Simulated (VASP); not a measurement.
# Mg (I4/mmm) in VASP: a series of runs

Runs on Mg. Level: PBE. Tasks: single point.

All numbers are computed with VASP 6.6.1; they aren't measurements. Logs are shortened: lines on timing, memory, paths and dates and some standing lists are left out, and cuts for length are marked.

### 1 The cell of the first run

Symmetry: I4/mmm, No. 139, tetragonal system. The conventional cell has a = 3.672 Å, b = 3.672 Å, c = 3.460 Å, α = 90.00°, β = 90.00°, γ = 90.00°. Mg (site symmetry 4/mmm) is surrounded by 10 Mg at 3.12 to 3.46 Å.

This isn't the form of Mg at room conditions, which is hcp.

### 2 Single point, PBE (strain +0.000 along x and y, +0.030 along z, atoms carried along)

The input, INCAR:

```
PREC = Accurate ; ENCUT = 520
EDIFF = 1E-6 ; ISMEAR = 0
SIGMA = 0.15 ; LREAL = False
LASPH = True ; NELM = 100
ALGO = Normal ; ISIF = 2
LWAVE = False ; LCHARG = True
GGA = PE ; LELF = True
LVHAR = True ; NBANDS = 7
```

The input, KPOINTS:

```
Automatic mesh
0
Gamma
  20 20 20
```

The input, POSCAR:

```
Mg
1.0
   -1.8359916300      1.8359916300      1.7297861406
    1.8359916300     -1.8359916300      1.7297861406
    1.8359916300      1.8359916300     -1.7297861406
Mg
1
Direct
    0.0000000000      0.0000000000      0.0000000000
```

Potentials or basis: VASP PAW PBE potentials, release 64 (Mg).

Started as:

```
cat potpaw_PBE.64/Mg/POTCAR > POTCAR
mpirun -np 1 vasp_std > vasp.out
```

OUTCAR:

```text
PREC = Accurate
   ENCUT = 520
   EDIFF = 1E-6
   ISMEAR = 0
   LREAL = False
   LASPH = True
   NELM = 100
   ISIF = 2
   GGA = PE

 ion  position               nearest neighbor table
   1  0.000  0.000  0.000-

  LATTYP: Found a body centered tetragonal cell.
 ALAT       =     3.6719832600
 C/A-ratio  =     0.9421536092

  Lattice vectors:

 A1 = (  -1.8359916300,   1.8359916300,   1.7297861406)
 A2 = (   1.8359916300,  -1.8359916300,   1.7297861406)
 A3 = (   1.8359916300,   1.8359916300,  -1.7297861406)

Analysis of symmetry for initial positions (statically):
=====================================================================
 Subroutine PRICEL returns:
 Original cell was already a primitive cell.

 Routine SETGRP: Setting up the symmetry group for a
 body centered tetragonal supercell.

 Subroutine GETGRP returns: Found 16 space group operations
 (whereof 16 operations were pure point group operations)
 out of a pool of 16 trial point group operations.

The static configuration has the point symmetry D_4h.

Analysis of symmetry for dynamics (positions and initial velocities):
=====================================================================
 Subroutine PRICEL returns:
 Original cell was already a primitive cell.

 Routine SETGRP: Setting up the symmetry group for a
 body centered tetragonal supercell.

 Subroutine GETGRP returns: Found 16 space group operations
 (whereof 16 operations were pure point group operations)
 out of a pool of 16 trial point group operations.

The dynamic configuration has the point symmetry D_4h.

 Subroutine INISYM returns: Found 16 space group operations
 (whereof 16 operations are pure point group operations),
 and found     1 'primitive' translations

----------------------------------------------------------------------------------------

                                     Primitive cell

  volume of cell :      23.3235

  direct lattice vectors                    reciprocal lattice vectors
    -1.835991630  1.835991630  1.729786141     0.000000000  0.272332396  0.289053073
     1.835991630 -1.835991630  1.729786141     0.272332396  0.000000000  0.289053073
     1.835991630  1.835991630 -1.729786141     0.272332396  0.272332396  0.000000000

  length of vectors
     3.119918368  3.119918368  3.119918368     0.397135510  0.397135510  0.385136168

  position of ions in fractional coordinates (direct lattice)
     0.000000000  0.000000000  0.000000000

  ion indices of the primitive-cell ions
   primitive index   ion index
                 1           1

----------------------------------------------------------------------------------------

 KPOINTS: Automatic mesh

Automatic generation of k-mesh.
 Grid dimensions read from file:
 generate k-points for:   20   20   20

 Generating k-lattice:

  Cartesian coordinates                     Fractional coordinates (reciprocal lattice)
     0.000000000  0.013616620  0.014452654     0.050000000  0.000000000  0.000000000
     0.013616620  0.000000000  0.014452654     0.000000000  0.050000000  0.000000000
     0.013616620  0.013616620  0.000000000     0.000000000  0.000000000  0.050000000

  Length of vectors
     0.019856775  0.019856775  0.019256808

  Shift w.r.t. Gamma in fractional coordinates (k-lattice)
     0.000000000  0.000000000  0.000000000

 Subroutine IBZKPT returns following result:
 ===========================================

 Found    641 irreducible k-points:

 Following reciprocal coordinates:
            Coordinates               Weight
  0.000000  0.000000  0.000000      1.000000
  0.050000 -0.000000  0.000000      8.000000
  0.100000 -0.000000  0.000000      8.000000
  0.150000  0.000000  0.000000      8.000000
  0.200000 -0.000000  0.000000      8.000000
  0.250000 -0.000000  0.000000      8.000000
[... 16 lines left out ...]
 -0.400000  0.050000 -0.000000     16.000000
 -0.350000  0.050000  0.000000     16.000000
 [... further k-points ...]
   k-points           NKPTS =    641   k-points in BZ     NKDIM =    641   number of bands    NBANDS=      7
   number of dos      NEDOS =    301   number of ions     NIONS =      1
   total plane-waves  NPLWV =  13824
   dimension x,y,z NGX =    24 NGY =   24 NGZ =   24
   dimension x,y,z NGXF=    48 NGYF=   48 NGZF=   48
   ions per type =               1
   NGX,Y,Z   is equivalent  to a cutoff of  12.79, 12.79, 12.79 a.u.
   NGXF,Y,Z  is equivalent  to a cutoff of  25.58, 25.58, 25.58 a.u.
 SYSTEM =  unknown system
   PREC   = accura    normal or accurate (medium, high low for compatibility)
   ISTART =      0    job   : 0-new  1-cont  2-samecut
   ICHARG =      2    charge: 1-file 2-atom 10-const
   ISPIN  =      1    spin polarized calculation?
   LNONCOLLINEAR =      F non collinear calculations
   LSORBIT =      F    spin-orbit coupling
   LASPH  =      T    aspherical Exc in radial PAW
   ENCUT  =  520.0 eV  38.22 Ry    6.18 a.u.   5.80  5.80  5.80*2*pi/ulx,y,z
   NELM   =    100;   NELMIN=  2; NELMDL= -5     # of ELM steps
   EDIFF  = 0.1E-05   stopping-criterion for ELM
   LREAL  =      F    real-space projection
   EDIFFG = 0.1E-04   stopping-criterion for IOM
   NSW    =      0    number of steps for IOM
   IBRION =     -1    ionic relax: 0-MD 1-quasi-New 2-CG
   NFREE  =      0    steps in history (QN), initial steepest desc. (CG)
   ISIF   =      2    stress and relaxation
   ISYM   =      2    0-nonsym 1-usesym 2-fastsym
   POTIM  = 0.5000    time-step for ionic-motion
   TEBEG  =    0.0;   TEEND  =   0.0 temperature during run
   PSTRESS=    0.0 pullay stress
   NELECT =       2.0000    total number of electrons
   NUPDOWN=      -1.0000    fix difference up-down
   EMIN   =  10.00;   EMAX   =-10.00  energy-range for DOS
   EFERMI =   0.00;   METHOD = LEGACY
   ISMEAR =     0;   SIGMA  =   0.15  broadening in eV -4-tet -1-fermi 0-gaus
   EFERMI_NEDOS =   21; number of points for ismear=-14 and -15
   IALGO  =     38    algorithm
   IMIX   =      4    mixing-type and parameters
     AMIX     =   0.40;   BMIX     =  1.00
     AMIX_MAG =   1.60;   BMIX_MAG =  1.00
  volume/ion in A,a.u.               =      23.32       157.39
  Fermi-wavevector in a.u.,A,eV,Ry     =   0.721916  1.364224  7.090857  0.521163
  Thomas-Fermi vector in A             =   1.811746
   LORBIT       =      0    0 simple, 1 ext, 2 COOP (PROOUT), +10 PAW based schemes
   GGA     = PE    functional components
   LHFCALC =     F    Hartree Fock is set to
   AEXX    =    0.0000 exact exchange contribution
   IVDW    =     0    specifies the selected vdW correction
   LEPSILON=     F    determine dielectric tensor
   LRPA    =     F    only Hartree local field effects (RPA)
 non-spin polarized calculation
 Gauss-broadening in eV      SIGMA  =   0.15
  energy-cutoff  :      520.00
  volume of cell :       23.32
 maximum number of plane-waves:       643
   NGX = 11   NGY = 11   NGZ = 11

 number of electron       2.0000000 magnetization

 Free energy of the ion-electron system (eV)
  ---------------------------------------------------
  ext. energy  EPLUGINS =         0.00000000
  ---------------------------------------------------
  free energy    TOTEN  =        -1.47998137 eV

  energy without entropy =       -1.47601384  energy(sigma->0) =       -1.47799761

 E-fermi :   2.5917     XC(G=0):  -8.4453

 val. band max:        2.5683464861   @ k =   0.3000   0.3000   0.0500
 cond. band min:       2.5944170231   @ k =   0.4000   0.3500   0.0500
 fundamental gap:      0.0260705370
 Fermi energy:         2.5916809549

 k-point     1 :       0.0000    0.0000    0.0000
  band No.  band energies     occupation
      1      -4.3092      2.00000
      2      14.7175      0.00000
      3      15.9168      0.00000
      4      15.9168      0.00000
      5      16.8222      0.00000
      6      16.9724      0.00000
      7      16.9724      0.00000

 k-point     2 :       0.0500   -0.0000    0.0000
  band No.  band energies     occupation
      1      -4.2496      2.00000
      2      14.4080      0.00000
      3      15.1440      0.00000
      4      15.5418      0.00000
      5      16.1072      0.00000
      6      17.3975      0.00000
      7      17.4110      0.00000

 k-point     3 :       0.1000   -0.0000    0.0000
  band No.  band energies     occupation
      1      -4.0713      2.00000
      2      13.5237      0.00000
      3      13.7959      0.00000
      4      14.8151      0.00000
      5      15.3682      0.00000
      6      16.7442      0.00000
      7      17.8394      0.00000

 k-point     4 :       0.1500    0.0000    0.0000
  band No.  band energies     occupation
      1      -3.7748      2.00000
      2      11.7730      0.00000
      3      13.1561      0.00000
      4      14.0624      0.00000
      5      14.6756      0.00000
      6      16.1461      0.00000
      7      18.2132      0.00000

 k-point     5 :       0.2000   -0.0000    0.0000
  band No.  band energies     occupation
      1      -3.3612      2.00000
      2      10.0532      0.00000
      3      12.5658      0.00000
      4      13.3782      0.00000
      5      14.0540      0.00000
      6      15.5882      0.00000
      7      18.5722      0.00000
[... 161 lines left out ...]
 k-point    22 :      -0.4500    0.0500   -0.0000
  band No.  band energies     occupation
      1      -0.0942      2.00000
      2       3.4185      0.00000
      3      10.1112      0.00000
      4      11.5882      0.00000
      5      12.7421      0.00000
      6      14.5335      0.00000
      7      21.3203      0.00000

 k-point    23 :      -0.4000    0.0500   -0.0000
  band No.  band energies     occupation
      1      -1.0019      2.00000
      2       4.7430      0.00000
      3      10.2770      0.00000
      4      11.8389      0.00000
      5      12.9125      0.00000
      6      14.7858      0.00000
      7      20.7942      0.00000

 k-point    24 :      -0.3500    0.0500    0.0000
  band No.  band energies     occupation
      1      -1.8064      2.00000
      2       6.1688      0.00000
      3      10.5474      0.00000
      4      12.1880      0.00000
      5      13.1868      0.00000
      6      15.1316      0.00000
      7      20.0973      0.00000

 [... further k-points ...]

------------------------ aborting loop because EDIFF is reached ----------------------------------------

  FORCE on cell =-STRESS in cart. coord.  units (eV):
  Direction    XX          YY          ZZ          XY          YZ          ZX
  --------------------------------------------------------------------------------------
  -------------------------------------------------------------------------------------
  Total       -0.0945776     -0.0945776     -0.1017581      0.0000000     -0.0000000      0.0000000
  in kB       -6.4968822     -6.4968822     -6.9901391      0.0000000     -0.0000000      0.0000000
  external PRESSURE =      -6.6613011 kB  Pullay stress =       0.0000000 kB

 VOLUME and BASIS-vectors are now :
 -----------------------------------------------------------------------------
  energy-cutoff  :      520.00
  volume of cell :       23.32
      direct lattice vectors                 reciprocal lattice vectors
    -1.835991630  1.835991630  1.729786141     0.000000000  0.272332396  0.289053073
     1.835991630 -1.835991630  1.729786141     0.272332396  0.000000000  0.289053073
     1.835991630  1.835991630 -1.729786141     0.272332396  0.272332396  0.000000000

 POSITION                                       TOTAL-FORCE (eV/Angst)
 -----------------------------------------------------------------------------------
      0.00000      0.00000      0.00000         0.000000      0.000000      0.000000
 -----------------------------------------------------------------------------------
    total drift:                                0.000000      0.000000      0.000000

  FREE ENERGIE OF THE ION-ELECTRON SYSTEM (eV)
  ---------------------------------------------------
  free  energy   TOTEN  =        -1.4799813745 eV

  energy  without entropy=       -1.4760138434  energy(sigma->0) =       -1.47799761
```

Run time: 18 s. Hardware: 1 thread of Intel Xeon 6975P-C (Granite Rapids), shared host; peak memory 0.23 GiB.

What came out:

```
Free energy            : -1.4800 eV
Pressure               : -0.7 GPa
Band gap on the k mesh : none (metal or under the smearing width)
```

Levels at points of the mesh, in eV from the Fermi level:
```
           k point  band 1  band 2  band 3  band 4  band 5  band 6
(0.00, 0.00, 0.00)   -6.90   12.13   13.33   13.33   14.23   14.38
(0.50, 0.00, 0.00)   -1.39   -0.79    8.22    8.88    9.71   11.17
(0.50, 0.50, 0.00)   -1.65   -1.22    9.27    9.87   10.85   11.66
(0.50, 0.50, 0.50)    3.34    3.34    3.70    4.13    4.74    7.48
```

### 3 Single point, PBE (strain +0.030 along x and y, +0.030 along z, atoms carried along)

The input, INCAR:

```
ALGO = Normal
EDIFF = 1E-7
ENCUT = 520
GGA = PE
ISIF = 2
ISMEAR = 0
LASPH = T
LCHARG = F
LREAL = F
LWAVE = F
NBANDS = 7
NELM = 100
PREC = Accurate
SIGMA = 0.15
```

The input, KPOINTS:

```
k-points
0
Gamma
  20 20 20
```

The input, POSCAR:

```
Mg
1.0
   -1.8910713789      1.8910713789      1.7297861406
    1.8910713789     -1.8910713789      1.7297861406
    1.8910713789      1.8910713789     -1.7297861406
Mg
1
Direct
    0.0000000000      0.0000000000      0.0000000000
```

Potentials or basis: VASP PAW PBE potentials, release 64 (Mg).

Started as:

```
cat potpaw_PBE.64/Mg/POTCAR > POTCAR
mpirun -np 1 vasp_std > vasp.out
```

It took 19 s on 1 thread of Intel Xeon 6975P-C (Granite Rapids), shared host; peak memory 0.23 GiB.

It converged, with:

- Free energy: -1.4663 eV
- Pressure: -2.3 GPa
- Band gap on the k mesh: none (metal or under the smearing width)

Levels at points of the mesh, in eV from the Fermi level:
```tsv
k point	band 1	band 2	band 3	band 4	band 5	band 6
(0.00, 0.00, 0.00)	-6.63	11.44	13.18	13.18	13.38	13.38
(0.50, 0.00, 0.00)	-1.24	-0.70	7.90	8.35	9.20	10.63
(0.50, 0.50, 0.00)	-1.61	-1.34	9.43	9.77	10.87	11.38
(0.50, 0.50, 0.50)	3.01	3.01	3.58	4.03	5.03	7.14
```

### 4 Single point, PBE (strain -0.030 along x and y, +0.030 along z, atoms carried along)

The input, INCAR:

```
ALGO = Normal
EDIFF = 1E-6
ENCUT = 520
GGA = PE
ISIF = 2
ISMEAR = 0
LASPH = T
LCHARG = T
LELF = T
LREAL = F
LVHAR = T
LWAVE = F
NBANDS = 7
NELM = 100
PREC = Accurate
SIGMA = 0.15
```

KPOINTS is that of step 3.

The input, POSCAR:

```
Mg
1.0
   -1.7809118811      1.7809118811      1.7297861406
    1.7809118811     -1.7809118811      1.7297861406
    1.7809118811      1.7809118811     -1.7297861406
Mg
1
Direct
    0.0000000000      0.0000000000      0.0000000000
```

Potentials or basis: VASP PAW PBE potentials, release 64 (Mg).

Started as:

```
cat potpaw_PBE.64/Mg/POTCAR > POTCAR
mpirun -np 1 vasp_std > vasp.out
```

OUTCAR:

```text
EDIFF = 1E-6
   ENCUT = 520
   GGA = PE
   ISIF = 2
   ISMEAR = 0
   LASPH = T
   LREAL = F
   NELM = 100
   PREC = Accurate

 ion  position               nearest neighbor table
   1  0.000  0.000  0.000-

  LATTYP: Found a body centered tetragonal cell.
 ALAT       =     3.5618237622
 C/A-ratio  =     0.9712923806

  Lattice vectors:

 A1 = (  -1.7809118811,   1.7809118811,   1.7297861406)
 A2 = (   1.7809118811,  -1.7809118811,   1.7297861406)
 A3 = (   1.7809118811,   1.7809118811,  -1.7297861406)

Analysis of symmetry for initial positions (statically):
=====================================================================
 Subroutine PRICEL returns:
 Original cell was already a primitive cell.

 Routine SETGRP: Setting up the symmetry group for a
 body centered tetragonal supercell.

 Subroutine GETGRP returns: Found 16 space group operations
 (whereof 16 operations were pure point group operations)
 out of a pool of 16 trial point group operations.

The static configuration has the point symmetry D_4h.

Analysis of symmetry for dynamics (positions and initial velocities):
[... 160 lines left out ...]
 val. band max:        2.9169583338   @ k =  -0.4500   0.5000   0.1500
 cond. band min:       2.9352852098   @ k =  -0.3000  -0.4500   0.2500
 fundamental gap:      0.0183268760
 Fermi energy:         2.9217793660

 k-point     1 :       0.0000    0.0000    0.0000
  band No.  band energies     occupation
      1      -4.2515      2.00000
      2      15.8218      0.00000
      3      16.4247      0.00000
      4      16.4247      0.00000
      5      17.9420      0.00000
      6      18.4010      0.00000
      7      18.4010      0.00000
[... 221 lines left out ...]
 k-point    24 :      -0.3500    0.0500    0.0000
  band No.  band energies     occupation
      1      -1.6647      2.00000
      2       6.4839      0.00000
      3      11.3836      0.00000
      4      12.9659      0.00000
      5      14.1769      0.00000
      6      15.9994      0.00000
      7      20.5682      0.00000

 [... further k-points ...]

------------------------ aborting loop because EDIFF is reached ----------------------------------------

  FORCE on cell =-STRESS in cart. coord.  units (eV):
  Direction    XX          YY          ZZ          XY          YZ          ZX
  --------------------------------------------------------------------------------------
  -------------------------------------------------------------------------------------
  Total        0.2095517      0.2095517      0.2217944      0.0000000      0.0000000      0.0000000
  in kB       15.2990526     15.2990526     16.1928709      0.0000000      0.0000000      0.0000000
  external PRESSURE =      15.5969920 kB  Pullay stress =       0.0000000 kB

 VOLUME and BASIS-vectors are now :
 -----------------------------------------------------------------------------
  energy-cutoff  :      520.00
  volume of cell :       21.95
      direct lattice vectors                 reciprocal lattice vectors
    -1.780911881  1.780911881  1.729786141     0.000000000  0.280755048  0.289053073
     1.780911881 -1.780911881  1.729786141     0.280755048  0.000000000  0.289053073
     1.780911881  1.780911881 -1.729786141     0.280755048  0.280755048  0.000000000

 POSITION                                       TOTAL-FORCE (eV/Angst)
 -----------------------------------------------------------------------------------
      0.00000      0.00000      0.00000        -0.000000      0.000000      0.000000
 -----------------------------------------------------------------------------------
    total drift:                                0.000000      0.000000      0.000000

  FREE ENERGIE OF THE ION-ELECTRON SYSTEM (eV)
  ---------------------------------------------------
  free  energy   TOTEN  =        -1.4766176158 eV

  energy  without entropy=       -1.4725778793  energy(sigma->0) =       -1.47459775
```

It took 18 s on 1 thread of Intel Xeon 6975P-C (Granite Rapids), shared host; peak memory 0.22 GiB.

What came out:

```
Free energy            : -1.4766 eV
Pressure               : 1.6 GPa
Band gap on the k mesh : none (metal or under the smearing width)
```

### 5 The runs side by side

| cell | gap on the mesh (eV) | pressure (GPa) |
| --- | --- | --- |
| strain +0.000 along x and y, +0.030 along z, atoms carried along | none | -0.7 |
| strain +0.030 along x and y, +0.030 along z, atoms carried along | none | -2.3 |
| strain -0.030 along x and y, +0.030 along z, atoms carried along | none | 1.6 |

Alike in all rows: task single point; level PBE; potentials or basis VASP PAW PBE potentials, release 64 (Mg); no spin polarisation; k mesh 20 × 20 × 20; cutoff (eV) 520; smearing gaussian 0.15 eV.

Total energies depend on the potentials used, so only differences within one code and one set of settings carry meaning.
